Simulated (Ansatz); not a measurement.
# SrCl₂: a line through a two-coordinate scan

One table from this session's results is given with a row withheld; the runs are named, their logs left out.

Method: DFT PBE, scalar-relativistic, plane waves, PAW, in Ansatz 0.2.0.

72 further runs of the same task are left out: 72 set aside as unsound or not needed.

### The system as given

The structure is cubic, space group Fm-3m (No. 225). Conventional cell: a = 7.038 Å, b = 7.038 Å, c = 7.038 Å, α = 90.00°, β = 90.00°, γ = 90.00°. Around Sr (site symmetry m-3m) lie 8 Cl at 3.05 Å. Around Cl (site symmetry -43m) lie 4 Sr at 3.05 Å.

Structure file:

```
Sr Cl
1.0
     0.00000    3.51923    3.51923
     3.51923    0.00000    3.51923
     3.51923    3.51923    0.00000
Sr Cl
1 2
Direct
  0.00000 0.00000 0.00000
  0.25000 0.25000 0.25000
  0.75000 0.75000 0.75000
```

It is the result of an earlier relaxation at this level (volume 29.06 Å³/atom; gap on the mesh: 5.24 eV).

### Plan of the line

The energy is mapped over volume and the cell's shape.

First coordinate, volume per atom: 11 values from 26.73 to 31.38 Å³. Second coordinate, c/a of the conventional cell: 11 values from 0.923 to 1.083.

Nothing else is relaxed (symmetry fixes all fractional coordinates). Energies count from the relaxed crystal. Points are written as (first, second).

The first run:

Contents of input.yaml:

```yaml
crystal:
  lattice:
    - [0.0, 3.4595741515, 3.3502516083]
    - [3.4595741515, 0.0, 3.3502516083]
    - [3.4595741515, 3.4595741515, 0.0]
  atoms:
    - { symbol: Sr, position: [0.0, 0.0, 0.0] }
    - { symbol: Cl, position: [0.25, 0.25, 0.25] }
    - { symbol: Cl, position: [0.75, 0.75, 0.75] }
basis:
  ecutwfc: 420
kpoints:
  mp_grid: { grid: [6, 6, 6] }
hamiltonian:
  xc: pbe
scf:
  occupations: { method: gaussian, width: 0.05 }
output:
  forces: true
  stress: true
  eigenvalues: true
```

Started as:

```sh
$ ansatz run input.yaml --threads 1 --pin off --max-ram 2048MiB --backend cpu --events-out ev --progress --plain --runs-dir out
```

Steps of the session up to this table: The run at (26.73 Å³, 0.968); The run at (27.66 Å³, 0.968); Grid point (28.13 Å³, 0.968); Grid point (29.06 Å³, 0.968); The run at (29.52 Å³, 0.968); Point (29.99 Å³, 0.968); Point (30.45 Å³, 0.968); Point (30.92 Å³, 0.968); The run at (31.38 Å³, 0.968).

One of the session's tables, all rows but one given; the rest of the session is left out.

```
volume per atom (Å³)  energy (meV/atom)  slope (meV/atom per Å³)  pressure (GPa)  band gap on the k-mesh (eV)
               26.73               26.7                    −21.5            3.45                         5.32
               27.20               17.9                    −16.5            2.65                         5.32
               27.66                  ?                        ?               ?                            ?
               28.13                6.7                     −7.7            1.23                         5.20
               28.59                4.1                     −3.8            0.61                         5.14
               29.06                3.1                     −0.3            0.05                         5.08
               29.52                3.7                      2.9           −0.47                         5.03
               29.99                5.8                      5.9           −0.94                         4.97
               30.45                9.2                      8.6           −1.38                         4.92
               30.92               13.8                     11.1           −1.78                         4.86
               31.38               19.5                     13.4           −2.14                         4.81
```

Estimate the missing values for volume per atom (Å³) = 27.66.

Worked estimate for «energy (meV/atom)». A straight line through the neighbours (27.20, 17.9) and (28.13, 6.7) gives 17.9 + (6.7 − 17.9) × (27.66 − 27.20) / (28.13 − 27.20) = 12.4; a parabola fitted to 4 rows on both sides gives 11.3.

As computed: energy (meV/atom): 11.3; slope (meV/atom per Å³): −11.9; pressure (GPa): 1.91; band gap on the k-mesh (eV): 5.26. In «energy (meV/atom)» the line misses by +1.1 and the parabola by 0.0.

Energies count from the relaxed crystal. Rows without a step come from runs not printed here or follow by symmetry. Slopes come from the forces (and the stress, where the cell changes), not from differences of energies.

The lowest point of the line is at 29.06 Å³, 3.1 meV/atom from the zero. A fit to energies and slopes at the lowest point and its two neighbours puts the minimum at 29.099 Å³, with a curvature of about 7.2 meV/atom per (Å³)². V·d²E/dV² there is about 34 GPa, a bulk modulus under this line's constraint. The well is lopsided: two grid steps out, the energy rises by 3.6 meV/atom towards smaller values and 2.7 meV/atom towards larger ones. The highest point computed, at 26.73 Å³, lies 23.6 meV/atom above the lowest. This is one cut through a surface in two coordinates; the map's lowest point lies off it.
